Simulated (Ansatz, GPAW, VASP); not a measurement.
## Au: programs and potentials compared

```
CELL_PARAMETERS angstrom
0.00000 2.03500 2.03500
2.03500 0.00000 2.03500
2.03500 2.03500 0.00000
ATOMIC_POSITIONS crystal
Au 0.00000 0.00000 0.00000
```

Alike in all runs: task single point; functional PBE; k mesh 11 × 11 × 11; occupations gaussian, width 0.016 eV; no spin polarisation; no spin-orbit coupling. Pressure is positive in compression and, in plane waves, holds the error of the finite cutoff.

| program and potentials | plane-wave cutoff (eV) | notes | pressure (GPa) |
| --- | --- | --- | --- |
| Ansatz, all-electron LAPW, scalar-relativistic | - | - | 10.81 |
| GPAW, GPAW PAW data sets (gpaw-data 1.2.1) | 600 | this data set often lies off other programs | 13.36 |
| VASP, PBE PAW files Au, 520 eV | 520 | - | 10.51 |

The pressure spans 10.51 (VASP, PBE PAW files Au, 520 eV) to 13.36 GPa (GPAW, GPAW PAW data sets (gpaw-data 1.2.1)), with all-electron results at 10.81. The cell lies far from this level's equilibrium.

Differences between rows come from potentials, basis sets and numerical settings, since the functional is the same but for its coding. Runs on potential files found faulty are left out.

All three runs put fcc gold under compression, so PBE would expand this cell, which lies close to the experimental one. This fits the functional's known tendency to overestimate the lattice constants of late 5d metals. Its gradient correction favours inhomogeneous densities and so weakens cohesion, and it also lacks the long-range dispersion attraction between the polarisable, nearly filled d shells. Because gold has a high bulk modulus, even a modest mismatch in lattice constant produces a pressure of this size.

The VASP value of 10.51 GPa lies close to the all-electron 10.81 GPa, which suggests that its frozen core and projectors describe the compressed 5d and 6s valence shell well at this volume. The GPAW value agrees in sign, but its excess is better read as a property of the data set than of gold; taken literally, it would imply a slightly larger equilibrium cell. Pressure at a single volume doesn't establish how well the programs agree on the bulk modulus.
